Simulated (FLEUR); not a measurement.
Hf:

```
CELL_PARAMETERS angstrom
3.19670 0.00000 0.00000
-1.59835 2.76842 0.00000
0.00000 0.00000 5.05780
ATOMIC_POSITIONS crystal
Hf 0.66667 0.33333 0.75000
Hf 0.33333 0.66667 0.25000
```

| Quantity | Value |
| --- | --- |
| Program | FLEUR MaX-R8.1 (later development tree) |
| Task | single point |
| Functional | PBE |
| Potentials or basis | all-electron |
| Basis | FLAPW |
| Kmax | 3.8 1/bohr |
| k mesh | 10 × 10 × 5 |
| Occupations | fermi-dirac, width 0.05 eV |
| Spin | no spin polarisation |
| Gmax | 11.8 1/bohr |
| Muffin-tin radii | Hf 2.66 bohr |
| lmax | Hf 11 |
| Local orbitals a species | Hf 4 |
| Max iterations | 60 |
| Mixing factor | 0.05 |
| Mixer | Anderson |
| Mixer history | 15 |
| Density convergence | 1e-05 me/bohr^3 |

On this cell: largest force under 0.003 eV/Å; band gap on the k mesh none (metal or under the smearing width).

The same run follows on a disturbed copy (atoms moved at random, drawn with an rms of 0.05 Å):

```
Hf
1.0
     3.19670    0.00000    0.00000
    -1.59835    2.76842    0.00000
     0.00000    0.00000    5.05780
Hf
2
Cartesian
  1.5908 0.9587 3.8161
  -0.0345 1.8628 1.2476
```

Q: What changes?

A: The energy (extrapolated to zero smearing) moves by +2.1 meV/atom; largest force 0.167 eV/Å; band gap on the k mesh none (metal or under the smearing width).

Forces in eV/Å, atoms in the order of the input:
```
Hf  -0.063 -0.043 -0.149
Hf   0.063  0.043  0.149
```
